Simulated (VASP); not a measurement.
Here is a VASP 6.6.1 calculation.

Contents of POSCAR:

```
ZnSe
1.0
    0.0000000000      2.8338000000      2.8338000000
    2.8338000000      0.0000000000      2.8338000000
    2.8338000000      2.8338000000      0.0000000000
Zn Se
1 1
Direct
    0.0000000000      0.0000000000      0.0000000000
    0.2500000000      0.2500000000      0.2500000000
```

File INCAR.step1:

```
ALGO     = Normal         # electronic algorithm
EDIFF    = 1E-5           # SCF threshold, eV
ENCUT    = 520            # plane-wave cutoff, eV
GGA      = PE             # functional
ISMEAR   = 0              # smearing method
KPAR     = 4            
LASPH    = T              # aspherical terms in the spheres
LCHARG   = F              # write CHGCAR
LREAL    = F              # projectors in reciprocal space
LWAVE    = T              # write WAVECAR
NELM     = 80             # most SCF steps
PREC     = Accurate       # precision mode
SIGMA    = 0.02           # smearing width, eV
```

File INCAR.step2:

```
ALGO     = Normal         # electronic algorithm
EDIFF    = 1E-7           # SCF threshold, eV
EDIFFG   = -0.01          # ionic threshold
ENCUT    = 520            # plane-wave cutoff, eV
GGA      = PE             # functional
HFSCREEN = 0.2            # screening, 1/A
IBRION   = 2              # ionic algorithm
ISIF     = 3              # what is computed and relaxed
ISMEAR   = 0              # smearing method
ISTART   = 1            
KPAR     = 4            
LASPH    = T              # aspherical terms in the spheres
LCHARG   = F              # write CHGCAR
LHFCALC  = T              # exact exchange
LREAL    = F              # projectors in reciprocal space
LWAVE    = F              # write WAVECAR
NELM     = 80             # most SCF steps
NSW      = 80             # ionic steps
PREC     = Accurate       # precision mode
PRECFOCK = Fast         
SIGMA    = 0.02           # smearing width, eV
```

KPOINTS

```
k-points
0
Gamma
  6 6 6
```

Potentials or basis: VASP PAW PBE potentials, release 64 (Zn, Se).

Command:

```console
$ cat potpaw_PBE.64/Zn/POTCAR potpaw_PBE.64/Se/POTCAR > POTCAR
$ cp INCAR.step1 INCAR
$ mpirun -np 4 vasp_std > vasp.out
$ cp INCAR.step2 INCAR
$ mpirun -np 4 vasp_std > vasp.out
```

What does it give for the band gap on the k mesh?

2.34 eV, direct.

Predict the relaxed cell.

a = 4.032 Å, b = 4.032 Å, c = 4.032 Å, α = 60.00°, β = 60.00°, γ = 60.00°.

Estimate the space group after relaxing (to 0.05 Å).

F-43m (No. 216).

Estimate the relaxed volume.

23.17 Å³/atom.

Final structure:
```yaml
crystal:
  lattice:
    - [0.00000, 2.85079, 2.85079]
    - [2.85079, 0.00000, 2.85079]
    - [2.85079, 2.85079, 0.00000]
  atoms:
    - { symbol: Zn, position: [0.00000, 0.00000, 0.00000] }
    - { symbol: Se, position: [0.25000, 0.25000, 0.25000] }
```

Caveat: the PAW data sets were made with another functional, which shifts forces and pressure a little. Zero-point motion and thermal expansion aren't in these numbers.
